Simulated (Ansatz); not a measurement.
**Ta: single point with PBEsol**

Ta:

```
Ta
1.0
    -1.65128    1.65128    1.65128
     1.65128   -1.65128    1.65128
     1.65128    1.65128   -1.65128
Ta
1
Cartesian
  0.0000 0.0000 0.0000
```

```json
{"Program": "Ansatz 0.2.0", "Task": "single point", "Functional": "PBEsol", "Potentials or basis": "all-electron LAPW, scalar-relativistic", "Cutoff": "262 eV (chosen from the basis error)", "Basis error allowed": "0.001 eV/atom", "k mesh": "11 × 11 × 11", "Occupations": "fermi-dirac, width 0.05 eV", "Spin": "no spin polarisation"}
```

```json
{
 "Pressure": "-4.4 GPa",
 "Band gap on the k mesh": "none (metal or under the smearing width)"
}
```

Levels at points of the mesh, in eV from the Fermi level:
| k point | band 16 | band 17 | band 18 | band 19 | band 20 | band 21 |
| --- | --- | --- | --- | --- | --- | --- |
| (0.00, 0.00, 0.00) | -18.72 | -7.91 | 0.72 | 0.72 | 0.72 | 3.99 |

Wall time 7.1 s on 1 thread of Arm Neoverse V2, on a shared host, peak memory 0.27 GiB.

Spin-orbit coupling is left out, which matters for the levels of Ta.
